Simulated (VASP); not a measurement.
A run of VASP 6.6.1:

Contents of INCAR:

```
ALGO = Fast
EDIFF = 1E-7
ENCUT = 520
GGA = PE
ISIF = 2
ISMEAR = 0
LASPH = True
LCHARG = False
LREAL = False
LWAVE = False
NBANDS = 12
NELM = 100
PREC = Accurate
SIGMA = 0.05
```

KPOINTS

```
k-points
0
Gamma
  8 8 8
```

The input POSCAR:

```
Ta
1.0
    0.0000000000      2.0851675935      2.0851675935
    2.0851675935      0.0000000000      2.0851675935
    2.0851675935      2.0851675935      0.0000000000
Ta
1
Direct
    0.0000000000      0.0000000000      0.0000000000
```

Potentials or basis: VASP PAW PBE potentials, release 64 (Ta_pv).

Run with:

```bash
$ cat potpaw_PBE.64/Ta_pv/POTCAR > POTCAR
$ mpirun -np 1 vasp_std > vasp.out
```

Hardware: 1 thread of AMD EPYC 9R45 96-Core Processor (Zen 5), on a shared host.

Problem. Estimate the wall time of this run.

Solution. Wall time 5.9 s on 1 thread of AMD EPYC 9R45 96-Core Processor (Zen 5), with other jobs on the host, peak memory 0.11 GiB. Counts: scf iterations 15, k points 29.
